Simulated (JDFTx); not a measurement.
Crystal: Re.

```
Re
1.0
     2.76639    0.00000    0.00000
    -1.38319    2.39576    0.00000
     0.00000    0.00000    8.93885
Re
4
Direct
  0.66667 0.33333 0.75000
  0.00000 0.00000 0.50000
  0.33333 0.66667 0.25000
  0.00000 0.00000 0.00000
```

Base run:

| Item | Value |
| --- | --- |
| Program | JDFTx 1.7.0 (patched build) |
| Functional | PBE |
| Potentials or basis | PseudoDojo-SR-PBE-0.5-standard with smoothed tails |
| Cutoff | 980 eV |
| Density cutoff | 7837 eV |
| k mesh | 9 × 9 × 2 |
| Occupations | fermi-dirac, width 0.05 eV |
| Spin | no spin polarisation |
| Hubbard terms | Re d U = 2 eV |

Its results: band gap on the k mesh none (metal or under the smearing width); pressure -3.5 GPa.

Task: The run is repeated on the same cell with these changes: hubbard terms from Re d U = 2 eV to Re d U = 4 eV. What comes out?

Result: Band gap on the k mesh none (metal or under the smearing width); pressure -10.4 GPa.

Caveats: U without spin polarisation on a metal has little footing; the U is typed as a test and isn't derived for this compound.

Not every run made on this cell is shown here.
